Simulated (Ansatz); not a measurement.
# Cold compression of Au (hcp type)

```yaml
crystal:
  lattice:
    - [2.91172, 0.00000, 0.00000]
    - [-1.45586, 2.52162, 0.00000]
    - [0.00000, 0.00000, 4.90173]
  atoms:
    - { symbol: Au, position: [0.33333, 0.66667, 0.25000] }
    - { symbol: Au, position: [0.66667, 0.33333, 0.75000] }
```

The cell comes from a relaxation on PAW files under the same functional, begun from a prototype that needn't be the stable phase.

Its volume is scaled, and at each volume shape and atoms are relaxed on PAW files; all methods then take that cell.

Level of theory: DFT with PBE, scalar-relativistic, in Ansatz 0.2.0; a Γ-centred 15×15×8 k mesh, Fermi–Dirac smearing of 0.08 eV, no spin polarisation. LAPW: all electrons, basis error target 1 meV/atom; PAW: frozen-core files, cutoff 420 eV; crystal datasets: all electrons, by PAW datasets that the program makes for each cell; norm-conserving: pseudopotentials, cutoff 1034 eV; PAW (cutoff 1000 eV): frozen-core files, cutoff 1000 eV.

Energies are extrapolated to zero smearing and count from the unscaled cell; pressure is positive in compression; gaps take the mesh and a band path. No temperature or zero-point motion is included.

Spin–orbit coupling is left out, which matters for the heavy atoms.

```
V/V0  V (Å³/atom)  P LAPW (GPa)  ΔE LAPW (eV/atom)  P PAW − LAPW (GPa)  ΔE PAW − LAPW (meV/atom)  space group  shortest distance (Å)
1.00        17.99         -0.04              0.000                0.01                       0.0     P6_3/mmc                  2.912
0.95        17.10          8.23              0.022                0.02                       0.1     P6_3/mmc                  2.867
0.85        15.30          36.1              0.253                0.06                       0.6     P6_3/mmc                      ?
0.75        13.50          91.2              0.932                0.12                       1.6     P6_3/mmc                  2.662
0.65        11.70         203.0              2.509                0.17                       3.4     P6_3/mmc                  2.539
0.55         9.90         439.7              5.947                0.19                       5.3     P6_3/mmc                  2.402
0.45         8.10         981.5             13.490                0.43                       8.7     P6_3/mmc                  2.247
0.40         7.20          1507             20.359                0.39                      11.2     P6_3/mmc                  2.161
```

Fill in "shortest distance (Å)" for the row "0.85".

2.770.

Fit the Vinet equation to the LAPW pressures over the whole range, with residuals weighted by 1/(|P| + 0.03·Pmax).

V0 = 18.00 Å³/atom, B0 = 135 GPa and B0′ = 6.16, and the fit misses no point by more than 4.1 GPa. A fit over so wide a range pins B0 less well than one near rest.

From the table, what is the rise of the enthalpy H = E + pV up to the last row, and how stiff is the crystal between the last two rows?

ΔH = 20.359 eV + (1507 GPa × 7.20 Å³ + 0.04 GPa × 17.99 Å³) × 0.006242 eV/(GPa·Å³) = 88.08 eV/atom, of which pV makes 77 %. The mean bulk modulus there is −ΔP/Δln V = 4470 GPa.

At the smallest volume, how far do crystal datasets and norm-conserving and PAW (cutoff 1000 eV) lie from LAPW in pressure?

crystal datasets: 0.00 GPa; norm-conserving: +5.29 GPa; PAW (cutoff 1000 eV): -0.06 GPa, on a LAPW pressure of 1507 GPa.

How do the Löwdin populations by LAPW change from the unscaled cell to the last row?

Au 5s 1.99 → 1.94 electrons an atom. These are projections on the shells that the free atoms fill; 0.29 e a cell lies outside them at the start and 0.45 e at the end.
